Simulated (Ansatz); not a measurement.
HgTe: pressure against volume per atom

Results calculated with Ansatz 0.2.0, not measured. Periodic Kohn-Sham DFT of a crystal at fixed atoms; pressure and stress are positive in compression; the energy is the free energy less that of spherical unpolarised free atoms; site moments are those in the method's own spheres, positive along +z.

Cell of the first row (space group F-43m, No. 216):
```
cell vectors (Å)
   0.0000     3.1583     3.1583
   3.1583     0.0000     3.1583
   3.1583     3.1583     0.0000
atoms (fractions of the cell vectors)
Hg  0.00000  0.00000  0.00000
Te  0.75000  0.75000  0.75000
```

Settings of every row: method frozen-core PAW; functional PBE; relativity scalar; k mesh 9x9x9; filling fermi-dirac; smearing width 0.05 eV; wave cutoff 420 eV; paw set soft_2.

Atom start moment: 0 on all atoms.

Limits: no spin-orbit coupling on heavy atoms.

| row | volume per atom (Å³) | pressure (GPa) |
| --- | --- | --- |
| 1 | 31.502 | 7.898 |
| 2 | 32.49 | ? |
| 3 | 33.495 | 4.071 |
| 4 | 34.5 | 2.579 |
| 5 | 35.505 | 1.319 |

Question: what pressure should row 2 give?

Worked fit of pressure. Take u = (V_r/V)^(2/3) − 1 with V_r = 33.998 Å³ an atom, which is twice the finite (Eulerian) strain; such expansions in the strain, on which the Birch-Murnaghan equation of state is built, carry the rest volume and the bulk modulus. The shown rows have u = 0.05215, 0.00999, -0.00972, -0.0285. Least squares give pressure = 3.2912 + 75.929 × u + 237.81 × u² GPa; a straight line predicts inner rows, each left out in turn, worse (root mean square 0.24 against 0.0069 GPa). The rows lie off it by 0.000, -0.002, 0.003, -0.001. The withheld row has u = 0.03071, so the fit gives 3.2912 + 75.929 × (0.03071) + 237.81 × (0.03071)² = 5.847 GPa.

The calculation gave 5.839 GPa. The fit lies 0.008 GPa (0.12 % of the column's range) above it; its largest miss of a shown row is 0.003 GPa.
